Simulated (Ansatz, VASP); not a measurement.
# BaS: VASP beside Ansatz

The input POSCAR:

```
BaS
1.0
    0.0000000000      3.2117958739      3.2117958739
    3.0200516602      0.0000000000      3.2117958739
    3.0200516602      3.2117958739      0.0000000000
Ba S
1 1
Direct
    0.0000000000      0.0000000000      0.0000000000
    0.5000000000      0.5000000000      0.5000000000
```

Contents of INCAR.step1:

```
PREC     = Accurate       # precision mode
ENCUT    = 520            # plane-wave cutoff, eV
ISMEAR   = 0              # smearing method
SIGMA    = 0.01           # smearing width, eV
LREAL    = F              # projectors in reciprocal space
LASPH    = T              # aspherical terms in the spheres
NELM     = 60             # most SCF steps
NBANDS   = 15             # bands
GGA      = PE             # functional
ALGO     = Normal         # electronic algorithm
EDIFF    = 1E-4           # SCF threshold, eV
LWAVE    = T              # write WAVECAR
LCHARG   = F              # write CHGCAR
```

INCAR.step2

```
PREC     = Accurate       # precision mode
ENCUT    = 520            # plane-wave cutoff, eV
EDIFF    = 1E-7           # SCF threshold, eV
ISMEAR   = 0              # smearing method
SIGMA    = 0.01           # smearing width, eV
LREAL    = F              # projectors in reciprocal space
LASPH    = T              # aspherical terms in the spheres
NELM     = 60             # most SCF steps
ALGO     = Normal         # electronic algorithm
ISIF     = 2              # what is computed and relaxed
LWAVE    = F              # write WAVECAR
LCHARG   = F              # write CHGCAR
METAGGA  = R2SCAN         # meta-GGA
LMIXTAU  = T            
NBANDS   = 15             # bands
ISTART   = 1
```

KPOINTS

```
regular mesh
0
Gamma
  8 8 8
```

Input for Ansatz:

```yaml
crystal:
  lattice:
    - [0.0, 3.2117958739, 3.2117958739]
    - [3.0200516602, 0.0, 3.2117958739]
    - [3.0200516602, 3.2117958739, 0.0]
  atoms:
    - { symbol: Ba, position: [0.0, 0.0, 0.0] }
    - { symbol: S, position: [0.5, 0.5, 0.5] }
kpoints:
  mp_grid: { grid: [8, 8, 8] }
  band_path:
    path:
      - [0.0, 0.0, 0.0]
      - [0.5, 0.0, 0.5]
      - [0.625, 0.25, 0.625]
      - [0.375, 0.375, 0.75]
      - [0.5, 0.5, 0.5]
      - [0.5, 0.25, 0.75]
    npoints: 1
hamiltonian:
  xc: r2scan
scf:
  occupations: { method: fixed }
  n_extra_bands: 4
output:
  forces: true
  stress: true
  eigenvalues: true
```

Change from the starting cell: uniaxial_x strain -6.0%.

Alike in both runs: task single point; functional r2SCAN; k mesh 8 × 8 × 8; no spin polarisation.

```csv
,VASP,Ansatz
version,VASP 6.6.1,Ansatz 0.2.0
potentials or method,"VASP PAW PBE potentials, release 64 (Ba_sv, S)","plane waves, PAW"
plane-wave cutoff (eV),520,500
occupations,"gaussian, width 0.01 eV",fixed
valence electrons in the cell,16,16
```

VASP gave:

| Item | Value |
| --- | --- |
| gap on the k mesh at the Fermi level (eV) | 2.13 |
| pressure (GPa) | 4.5 |
| largest component of the traceless stress (GPa) | 5.46 |

Estimate Ansatz's values.

gap on the k mesh at the Fermi level (eV): 2.25; pressure (GPa): 3.7; largest component of the traceless stress (GPa): 5.04.

Caveats: the PAW data sets were made with another functional, which shifts forces and pressure a little (VASP); spin-orbit coupling is left out, which moves the levels of the heavy elements. A k mesh can miss the band edges.
